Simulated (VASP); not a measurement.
# SnSe in VASP: further runs

Runs on SnSe. Level: PBE. Tasks: single point.

Program: VASP 6.6.1. These are calculated values, not measurements. Logs are shortened: lines on timing, memory, paths and dates and some standing lists are left out, and cuts for length are marked.

### Step 1. The slab as given

The cell holds a slab with vacuum, 4 atoms: a = 4.285 Å, b = 4.285 Å, c = 14.809 Å, α = 90.00°, β = 90.00°, γ = 90.00°.

### Step 2. Single point, PBE

File INCAR:

```
SYSTEM = SnSe
ALGO     = Normal         ! electronic algorithm
DIPOL    = 0.5 0.5 0.500
EDIFF    = 1E-7           ! SCF threshold, eV
ENCUT    = 400            ! plane-wave cutoff, eV
GGA      = PE             ! functional
IDIPOL   = 3            
ISIF     = 2              ! what is computed and relaxed
ISMEAR   = 0              ! smearing method
LASPH    = .TRUE.         ! aspherical terms in the spheres
LCHARG   = .FALSE.        ! write CHGCAR
LDIPOL   = .TRUE.       
LREAL    = .FALSE.        ! projectors in reciprocal space
LVACPOTAV= .TRUE.       
LVHAR    = .TRUE.       
LWAVE    = .FALSE.        ! write WAVECAR
NBANDS   = 32             ! bands
NELM     = 120            ! most SCF steps
PREC     = Accurate       ! precision mode
SIGMA    = 0.05           ! smearing width, eV
```

File KPOINTS:

```
k-points
0
G
  4 4 1
  0 0 0
```

File POSCAR:

```
SnSe
1.0
    4.2853274200      0.0000000000      0.0000000000
    0.0000000000      4.2853274200      0.0000000000
    0.0000000000      0.0000000000     14.8085810303
Sn Se
2 2
Direct
    0.5000000000      0.0000000000      0.4051704878
    0.0000000000      0.5000000000      0.5948295122
    0.0000000000      0.5000000000      0.4138773454
    0.5000000000      0.0000000000      0.5861226546
```

Potentials or basis: VASP PAW PBE potentials, release 64 (Sn_d, Se).

Command:

```sh
$ cat potpaw_PBE.64/Sn_d/POTCAR potpaw_PBE.64/Se/POTCAR > POTCAR
$ mpirun -np 1 vasp_std > vasp.out
```

OUTCAR:

```text
SYSTEM = SnSe
   EDIFF = 1E-7
   ENCUT = 400
   GGA = PE
   ISIF = 2
   ISMEAR = 0
   LASPH = .TRUE.
   LREAL = .FALSE.
   NELM = 120
   PREC = Accurate

 Found      6 irreducible k-points:

 Following reciprocal coordinates:
            Coordinates               Weight
  0.000000  0.000000  0.000000      1.000000
  0.250000  0.000000  0.000000      4.000000
  0.500000  0.000000  0.000000      2.000000
  0.250000  0.250000  0.000000      4.000000
  0.500000  0.250000  0.000000      4.000000
  0.500000  0.500000  0.000000      1.000000
   k-points           NKPTS =      6   k-points in BZ     NKDIM =      6   number of bands    NBANDS=     32
   number of dos      NEDOS =    301   number of ions     NIONS =      4
   total plane-waves  NPLWV =  76832
   dimension x,y,z NGX =    28 NGY =   28 NGZ =   98
   dimension x,y,z NGXF=    56 NGYF=   56 NGZF=  196
   ions per type =               2   2
   NGX,Y,Z   is equivalent  to a cutoff of  10.86, 10.86, 11.00 a.u.
   NGXF,Y,Z  is equivalent  to a cutoff of  21.72, 21.72, 22.00 a.u.
 SYSTEM =  SnSe
   PREC   = accura    normal or accurate (medium, high low for compatibility)
   ISTART =      0    job   : 0-new  1-cont  2-samecut
   ICHARG =      2    charge: 1-file 2-atom 10-const
   ISPIN  =      1    spin polarized calculation?
   LNONCOLLINEAR =      F non collinear calculations
   LSORBIT =      F    spin-orbit coupling
   LASPH  =      T    aspherical Exc in radial PAW
   ENCUT  =  400.0 eV  29.40 Ry    5.42 a.u.   6.99  6.99 24.15*2*pi/ulx,y,z
   NELM   =    120;   NELMIN=  2; NELMDL= -5     # of ELM steps
   EDIFF  = 0.1E-06   stopping-criterion for ELM
   LREAL  =      F    real-space projection
   EDIFFG = 0.1E-05   stopping-criterion for IOM
   NSW    =      0    number of steps for IOM
   IBRION =     -1    ionic relax: 0-MD 1-quasi-New 2-CG
   NFREE  =      0    steps in history (QN), initial steepest desc. (CG)
   ISIF   =      2    stress and relaxation
   ISYM   =      2    0-nonsym 1-usesym 2-fastsym
   POTIM  = 0.5000    time-step for ionic-motion
   TEBEG  =    0.0;   TEEND  =   0.0 temperature during run
   PSTRESS=    0.0 pullay stress
   NELECT =      40.0000    total number of electrons
   NUPDOWN=      -1.0000    fix difference up-down
   EMIN   =  10.00;   EMAX   =-10.00  energy-range for DOS
   EFERMI =   0.00;   METHOD = LEGACY
   ISMEAR =     0;   SIGMA  =   0.05  broadening in eV -4-tet -1-fermi 0-gaus
   EFERMI_NEDOS =   21; number of points for ismear=-14 and -15
   IALGO  =     38    algorithm
   IMIX   =      4    mixing-type and parameters
     AMIX     =   0.40;   BMIX     =  1.00
     AMIX_MAG =   1.60;   BMIX_MAG =  1.00
  volume/ion in A,a.u.               =      67.99       458.79
  Fermi-wavevector in a.u.,A,eV,Ry     =   0.864174  1.633051 10.160777  0.746796
  Thomas-Fermi vector in A             =   1.982232
   LORBIT       =      0    0 simple, 1 ext, 2 COOP (PROOUT), +10 PAW based schemes
   GGA     = PE    functional components
   LHFCALC =     F    Hartree Fock is set to
   AEXX    =    0.0000 exact exchange contribution
   IVDW    =     0    specifies the selected vdW correction
   LEPSILON=     F    determine dielectric tensor
   LRPA    =     F    only Hartree local field effects (RPA)
 non-spin polarized calculation
 Gauss-broadening in eV      SIGMA  =   0.05
  energy-cutoff  :      400.00
  volume of cell :      271.95
 maximum number of plane-waves:      4960
 NGX is ok and might be reduce to    28
   NGX = 13   NGY = 13   NGZ = 49

 dipolmoment           0.000000      0.000000     -0.000000 electrons x Angstroem

 number of electron      40.0000024 magnetization

 dipolmoment           0.000000      0.000000      0.000000 electrons x Angstroem

 Free energy of the ion-electron system (eV)
  ---------------------------------------------------
  ext. energy  EPLUGINS =         0.00000000
  ---------------------------------------------------
  free energy    TOTEN  =       -16.28515352 eV

  energy without entropy =      -16.28515352  energy(sigma->0) =      -16.28515352

 E-fermi :  -0.4875     XC(G=0):  -4.5731

 val. band max:       -0.8025779356   @ k =   0.2500   0.2500   0.0000
 cond. band min:       0.8855994603   @ k =   0.5000   0.0000   0.0000
 fundamental gap:      1.6881773959
 Fermi energy:        -0.4875030020

 k-point     1 :       0.0000    0.0000    0.0000
  band No.  band energies     occupation
      1     -21.7834      2.00000
      2     -21.7780      2.00000
      3     -21.7748      2.00000
      4     -21.7680      2.00000
      5     -21.7648      2.00000
      6     -21.7369      2.00000
[... 24 lines left out ...]
     31       5.5841      0.00000
     32       6.9538      0.00000

 k-point     2 :       0.2500    0.0000    0.0000
  band No.  band energies     occupation
      1     -21.7785      2.00000
      2     -21.7777      2.00000
      3     -21.7745      2.00000
      4     -21.7731      2.00000
      5     -21.7573      2.00000
      6     -21.7379      2.00000
[... 24 lines left out ...]
     31       6.3912      0.00000
     32       6.6990      0.00000

 k-point     3 :       0.5000    0.0000    0.0000
  band No.  band energies     occupation
      1     -21.7793      2.00000
      2     -21.7793      2.00000
      3     -21.7728      2.00000
      4     -21.7728      2.00000
      5     -21.7442      2.00000
      6     -21.7442      2.00000
[... 24 lines left out ...]
     31       7.1233      0.00000
     32       7.1233      0.00000

 k-point     4 :       0.2500    0.2500    0.0000
  band No.  band energies     occupation
      1     -21.7829      2.00000
      2     -21.7812      2.00000
      3     -21.7729      2.00000
      4     -21.7701      2.00000
      5     -21.7495      2.00000
      6     -21.7380      2.00000
[... 24 lines left out ...]
     31       7.0702      0.00000
     32       7.4913      0.00000

 k-point     5 :       0.5000    0.2500    0.0000
  band No.  band energies     occupation
      1     -21.7878      2.00000
      2     -21.7878      2.00000
      3     -21.7670      2.00000
      4     -21.7670      2.00000
      5     -21.7409      2.00000
      6     -21.7409      2.00000
[... 24 lines left out ...]
     31       6.6613      0.00000
     32       6.6613      0.00000

 k-point     6 :       0.5000    0.5000    0.0000
  band No.  band energies     occupation
      1     -21.7954      2.00000
      2     -21.7954      2.00000
      3     -21.7617      2.00000
      4     -21.7617      2.00000
      5     -21.7397      2.00000
      6     -21.7397      2.00000
[... 24 lines left out ...]
     31       7.0869      0.00000
     32       7.0869      0.00000

------------------------ aborting loop because EDIFF is reached ----------------------------------------

  FORCE on cell =-STRESS in cart. coord.  units (eV):
  Direction    XX          YY          ZZ          XY          YZ          ZX
  --------------------------------------------------------------------------------------
  -------------------------------------------------------------------------------------
  Total        0.5134802      0.5134802      0.7388949      0.0000000      0.0000000     -0.0000000
  in kB        3.0251914      3.0251914      4.3532314      0.0000000      0.0000000     -0.0000000
  external PRESSURE =       3.4678714 kB  Pullay stress =       0.0000000 kB

 VOLUME and BASIS-vectors are now :
 -----------------------------------------------------------------------------
  energy-cutoff  :      400.00
  volume of cell :      271.95
      direct lattice vectors                 reciprocal lattice vectors
     4.285327420  0.000000000  0.000000000     0.233354398  0.000000000  0.000000000
     0.000000000  4.285327420  0.000000000     0.000000000  0.233354398  0.000000000
     0.000000000  0.000000000 14.808581030     0.000000000  0.000000000  0.067528415

 POSITION                                       TOTAL-FORCE (eV/Angst)
 -----------------------------------------------------------------------------------
      2.14266      0.00000      6.00000         0.000000     -0.000000     -0.109230
      0.00000      2.14266      8.80858        -0.000000     -0.000000      0.109230
      0.00000      2.14266      6.12894        -0.000000      0.000000     -0.187964
      2.14266      0.00000      8.67964        -0.000000     -0.000000      0.187964
 -----------------------------------------------------------------------------------
    total drift:                                0.000000      0.000000      0.000000

  FREE ENERGIE OF THE ION-ELECTRON SYSTEM (eV)
  ---------------------------------------------------
  free  energy   TOTEN  =       -16.2851535208 eV

  energy  without entropy=      -16.2851535208  energy(sigma->0) =      -16.28515352

 vacuum level on the upper side and lower side of the slab         3.816         3.816
```

OSZICAR:

```text
N       E                     dE             d eps       ncg     rms          rms(c)
DAV:   1     0.292582485092E+03    0.29258E+03   -0.16055E+04   432   0.976E+02
DAV:   2     0.201754465061E+02   -0.27241E+03   -0.26439E+03   416   0.267E+02
DAV:   3    -0.153153794676E+02   -0.35491E+02   -0.35076E+02   488   0.111E+02
[... 13 lines left out ...]
DAV:  17    -0.162851483967E+02   -0.85067E-05   -0.38341E-07   376   0.213E-03    0.172E-03
DAV:  18    -0.162851520642E+02   -0.36676E-05   -0.17953E-07   336   0.202E-03    0.318E-04
DAV:  19    -0.162851533974E+02   -0.13331E-05   -0.84353E-08   352   0.773E-04    0.354E-04
DAV:  20    -0.162851535051E+02   -0.10773E-06   -0.48724E-09   312   0.273E-04    0.866E-05
DAV:  21    -0.162851535208E+02   -0.15666E-07   -0.17256E-09   296   0.164E-04
   1 F= -.16285154E+02 E0= -.16285154E+02  d E =-.400853E-19
```

It took 58 s on 1 thread of Intel Xeon Platinum 8259CL at 2.50GHz (Skylake/Cascade Lake), shared host; peak memory 0.26 GiB.

The run converged, but some of its settings lie outside the range that counts as converged, so its numbers aren't taken as properties of the slab.

Results:

- Free energy: -16.2852 eV
- Largest force: 0.188 eV/Å
- Band gap on the k mesh: 1.69 eV, indirect (least direct gap 1.74 eV)
- Ionisation potential of the upper face: 4.62 eV

Caveat: spin-orbit coupling is left out, which moves the levels of the heavy elements.

### Step 3. Single point, PBE

This run uses another cell than the first one, of 49.62 Å³/atom, 0.730 times its volume.

INCAR is that of step 2.

File KPOINTS:

```
k-points
0
G
  5 5 1
  0 0 0
```

File POSCAR:

```
SnSe
1.0
    4.2853274200      0.0000000000      0.0000000000
    0.0000000000      4.2853274200      0.0000000000
    0.0000000000      0.0000000000     10.8085810303
Sn Se
2 2
Direct
    0.5000000000      0.0000000000      0.3700763300
    0.0000000000      0.5000000000      0.6299236700
    0.0000000000      0.5000000000      0.3820053894
    0.5000000000      0.0000000000      0.6179946106
```

Potentials or basis: VASP PAW PBE potentials, release 64 (Sn_d, Se).

Command:

```sh
$ cat potpaw_PBE.64/Sn_d/POTCAR potpaw_PBE.64/Se/POTCAR > POTCAR
$ mpirun -np 1 vasp_std > vasp.out
```

Wall time 34 s (1 thread of Intel Xeon Platinum 8259CL at 2.50GHz (Skylake/Cascade Lake), shared host); peak memory 0.23 GiB.

The run converged, but some of its settings lie outside the range that counts as converged, so its numbers aren't taken as properties of the slab.

Results:

- Free energy: -16.2352 eV
- Largest force: 0.250 eV/Å
- Band gap on the k mesh: 0.92 eV, direct

Caveat: spin-orbit coupling is left out, which moves the levels of the heavy elements.

(Part 1 of 2 ends here.)
